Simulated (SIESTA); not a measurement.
Crystal: Cu.

```
Cu
1.0
     0.00000    1.80750    1.80750
     1.80750    0.00000    1.80750
     1.80750    1.80750    0.00000
Cu
1
Direct
  0.00000 0.00000 0.00000
```

Base run:

* Program: SIESTA 5.4.2
* Functional: PBE
* Potentials or basis: PseudoDojo 0.4 standard (PBE files)
* Basis: DZP (energy shift 0.002 Ry)
* Grid cutoff: 800 Ry
* Energy shift: 0.002 Ry
* k mesh: 13 × 13 × 13
* Occupations: fermi-dirac, width 0.05 eV
* Spin: no spin polarisation

Its results: band gap on the k mesh none (metal or under the smearing width); pressure 0.8 GPa.

Question: The run is repeated on the same cell with these changes: functional from PBE to AM05; potentials or basis from PseudoDojo 0.4 standard (PBE files) to PseudoDojo 0.4 standard (PBEsol files). What comes out?

Answer: Band gap on the k mesh none (metal or under the smearing width); pressure -8.2 GPa.

Caveats: semicore shells carry a single zeta, which can move pressures by several GPa and volumes by a few percent; the basis of atomic orbitals isn't converged, which shifts pressures, moduli and gaps; the potentials were made for another functional, which shifts forces and pressure (some runs).
